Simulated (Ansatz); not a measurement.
La:

```
La
1.0
     3.77000    0.00000    0.00000
    -1.88500    3.26492    0.00000
     0.00000    0.00000   12.15900
La
4
Cartesian
  1.8850 1.0883 3.0398
  0.0000 2.1766 9.1193
  0.0000 0.0000 6.0795
  0.0000 0.0000 0.0000
```

```yaml
Program: Ansatz 0.2.0
Task: single point
Functional: PBE
Potentials_or_basis: Ansatz PAW
Cutoff: "420 eV (not typed: the program's choice for these potentials)"
k_mesh: 8 × 8 × 3
Occupations: fermi-dirac, width 0.05 eV
Spin: no spin polarisation
```

On this cell: pressure -0.2 GPa; largest force under 0.003 eV/Å; band gap on the k mesh none (metal or under the smearing width).

The same run follows on a disturbed copy (atoms moved at random, drawn with an rms of 0.05 Å):

```
La
1.0
     3.77000    0.00000    0.00000
    -1.88500    3.26492    0.00000
     0.00000    0.00000   12.15900
La
4
Direct
  0.64978 0.31936 0.24777
  0.33228 0.67258 0.74947
  0.00984 0.00607 0.49904
  0.00974 0.01786 0.99788
```

**Question.** What changes?

**Answer.** The energy (extrapolated to zero smearing) moves by +0.7 meV/atom; pressure -0.2 GPa; largest force 0.049 eV/Å; band gap on the k mesh none (metal or under the smearing width).

Forces in eV/Å, atoms in the order of the input:
```
La   0.021  0.039  0.021
La   0.009  0.001 -0.026
La  -0.021 -0.010 -0.016
La  -0.009 -0.030  0.022
```

Stress tensor (GPa, compression positive):
```
-0.15  0.02  0.00
 0.02 -0.25  0.00
 0.00  0.00 -0.26
```
